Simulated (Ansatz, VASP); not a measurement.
# One calculation of Pt, two programs

```
CELL_PARAMETERS angstrom
4.53343 0.00000 0.00000
-2.26672 3.92607 0.00000
0.00000 0.00000 2.70136
ATOMIC_POSITIONS crystal
Pt 0.00000 0.00000 0.00000
Pt 0.33333 0.66667 0.50000
Pt 0.66667 0.33333 0.50000
```

Change from the starting cell: volume scaled by 1, crystal datasets.

Alike in both runs: task single point; functional PBE; k mesh 9 × 9 × 12; occupations fermi-dirac, width 0.08 eV; no spin polarisation.

|  | VASP | Ansatz |
| --- | --- | --- |
| version | VASP 6.6.1 | Ansatz 0.2.0 |
| potentials or method | VASP PAW PBE potentials, release 64 (Pt), cutoff 520 eV | all-electron PAW with datasets made for the crystal, scalar-relativistic |

|  | VASP | Ansatz | Ansatz less VASP |
| --- | --- | --- | --- |
| pressure (GPa) | -0.5 | 0.0 | +0.47 |

Ansatz ran all-electron here, so the differences hold the error of VASP's frozen core and of both bases.

Spin-orbit coupling is left out, which matters for the levels of Pt.
